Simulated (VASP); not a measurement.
# CNH: convergence, self-consistent run

CNH, molecule in box, 3 atoms in the cell. PBEsol; PAW potentials C, N, H (PBE set). VASP 6.6.1.

Wanted: levels at the zone centre within 0.01 eV.

What the run is for: levels; Accuracy asked: standard.

Levels at the zone centre: counted from the valence top at that point.

POSCAR:
```
HCN
1.0
   10.0000000000      0.0000000000      0.0000000000
    0.0000000000     12.0000000000      0.0000000000
    0.0000000000      0.0000000000     10.0000000000
C N H
1 1 1
Direct
    0.5004600000      0.4987000000      0.5025550000
    0.5262200000      0.5891500000      0.5286350000
    0.4763800000      0.4143500000      0.4781650000
```

The series start from Plane-wave cutoff (eV): 520; Aspherical gradient terms in the spheres (LASPH): yes; Projection operators (LREAL): Auto, ROPT -0.00025; Support grid and gradient cutoff: ADDGRID=False GGA_COMPAT=False; Density mixing: defaults. Each series keeps the choices made before it, and each single choice may use up half of a tolerance.

## Plane-wave cutoff (eV)

| Plane-wave cutoff (eV) | Levels at the zone centre, largest deviation (eV) | SCF iterations | Time (s) |
|---|---|---|---|
| 400 | 0.009 | 27 | 65 |
| 460 | 0.003 | 27 | 68 |
| 520 | 0.003 | 27 | 101 |
| 600 | 0.002 | 27 | 100 |
| 720 (reference) | 0.000 | 25 | 135 |

## Aspherical gradient terms in the spheres (LASPH)

| Aspherical gradient terms in the spheres (LASPH) | Levels at the zone centre, largest deviation (eV) | SCF iterations | Time (s) |
|---|---|---|---|
| yes | 0.000 | 27 | 68 |
| no | 0.031 | 27 | 63 |

## Projection operators (LREAL)

| Projection operators (LREAL) | Levels at the zone centre, largest deviation (eV) | SCF iterations | Time (s) |
|---|---|---|---|
| Auto, ROPT -0.005 | 0.002 | 27 | 68 |
| Auto, ROPT -0.002 | 0.001 | 27 | 71 |
| Auto, ROPT -0.001 | 0.000 | 27 | 73 |
| Auto, ROPT -0.0005 | 0.000 | 27 | 84 |
| Auto, ROPT -0.00025 | 0.000 | 27 | 68 |
| Auto, ROPT -0.0001 | 0.000 | 27 | 81 |
| False (reference) | 0.000 | 27 | 74 |

## Support grid and gradient cutoff

| Support grid and gradient cutoff | Levels at the zone centre, largest deviation (eV) | SCF iterations | Time (s) |
|---|---|---|---|
| ADDGRID=False GGA_COMPAT=False | 0.000 | 27 | 68 |
| ADDGRID=True GGA_COMPAT=False | 0.000 | 27 | 143 |
| ADDGRID=False GGA_COMPAT=True | 0.000 | 27 | 79 |

## Question

The rows run from the loosest to the tightest (no order: aspherical gradient terms in the spheres, support grid and gradient cutoff). For each series: choose the loosest value from which every tighter one stays within half of the tolerance; where there is no order, keep the first row unless others stay within half of the tolerance and take at least 30 % less time, and then take the fastest.

## Answer

- Plane-wave cutoff (eV): 460
- Aspherical gradient terms in the spheres (LASPH): yes
- Projection operators (LREAL): Auto, ROPT -0.005
- Support grid and gradient cutoff: ADDGRID=False GGA_COMPAT=False

## All choices together

| Input | Levels at the zone centre, largest deviation (eV) | Time (s) |
|---|---|---|
| the program's defaults (naive) | 0.058 | 17 |
| chosen settings | 0.005 | 68 |
| reference settings throughout | 0.000 | 155 |

The tolerance is met.

Values of the reference run: Levels at the zone centre: -0.083, 0, 7.994 eV from the valence top at Gamma.

## The input

INCAR:
```
ADDGRID = F
ALGO = Normal
EDIFF = 1E-6
EFERMI = MIDGAP
ENCUT = 460
GGA = PS
GGA_COMPAT = F
ISIF = 0
ISMEAR = 0
LASPH = T
LCHARG = F
LREAL = Auto
LWAVE = F
NELM = 120
NELMDL = -8
PREC = Accurate
ROPT = -0.005 -0.005 -0.005
SIGMA = 0.03
```

KPOINTS:
```
k-points
0
Gamma
  1 1 1
```

Commands:
```
cat potpaw_PBE.64/C/POTCAR potpaw_PBE.64/N/POTCAR potpaw_PBE.64/H/POTCAR > POTCAR
mpirun -np 1 vasp_gam > vasp.out
```

The chosen input took VASP 6.6.1 68 s on 1 core (Intel Xeon Platinum 8259CL @ 2.50GHz (Skylake/Cascade Lake)), a shared host.

## An input that fails: damping step far too long

The electronic loop stops at its limit of 74 steps.

Changes against the starting input:
```
- ALGO = Normal
- NELM = 120
+ ALGO = Damped
+ NELM = 74
+ TIME = 2.0
```
